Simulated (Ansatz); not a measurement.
# ZnAu (Pm-3m) in Ansatz: equation of state

How stiff is ZnAu in PBE, and what volume does it want? The cell is scaled to several volumes.

Everything below comes from runs of Ansatz 0.2.0. Logs are shortened: lines on timing, memory, paths and dates and some standing lists are left out, and cuts for length are marked.

### Step 1. The crystal as given

It takes space group Pm-3m (No. 221, cubic). Conventional cell: a = 3.147 Å, b = 3.147 Å, c = 3.147 Å, α = 90.00°, β = 90.00°, γ = 90.00°. Au (site symmetry m-3m) has 8 Zn at 2.73 Å as nearest neighbours. Zn (site symmetry m-3m) is surrounded by 8 Au at 2.73 Å.

### Step 2. Equation of state, PBE

Potentials or basis: all-electron LAPW, scalar-relativistic.

This step only gathers the single runs of the series.

What came out:

```
Equilibrium volume                      : 16.21 Å³/atom
Bulk modulus                            : 117 GPa
Pressure derivative of the bulk modulus : 5.4
```

Energy against volume, from the lowest point:
| volume (Å³/atom) | energy (meV/atom) |
| --- | --- |
| 14.648 | 67.95 |
| 14.960 | 41.61 |
| 15.272 | 22.43 |
| 15.583 | 9.58 |
| 15.895 | 2.32 |
| 16.207 | 0.00 |
| 16.518 | 2.05 |
